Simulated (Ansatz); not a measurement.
The system is SnTe.

```xyz
2
Lattice="0.0000 3.6111 3.6111 3.6111 0.0000 3.6111 3.6111 3.6111 0.0000" Properties=species:S:1:pos:R:3 pbc="T T T"
Te    1.8056    1.8056    1.8056
Sn    0.0000    0.0000    0.0000
```

Measurements of this composition are mostly on another form, of space group No. 225.

Base run:

| Property | Result |
| --- | --- |
| Program | Ansatz 0.2.0 |
| Functional | PBE |
| Potentials or basis | all-electron LAPW, scalar-relativistic |
| Cutoff | 189 eV (chosen from the basis error) |
| Basis error allowed | 0.001 eV/atom |
| k mesh | 7 × 7 × 7 |
| Occupations | fermi-dirac, width 0.05 eV |
| Spin | no spin polarisation |

Its results: pressure 0.0 GPa.

The run is repeated on the same cell with these changes: functional from PBE to LDA. What comes out?

Pressure -2.2 GPa.

LDA binds more tightly than PBE, so the same cell stands under less pressure.
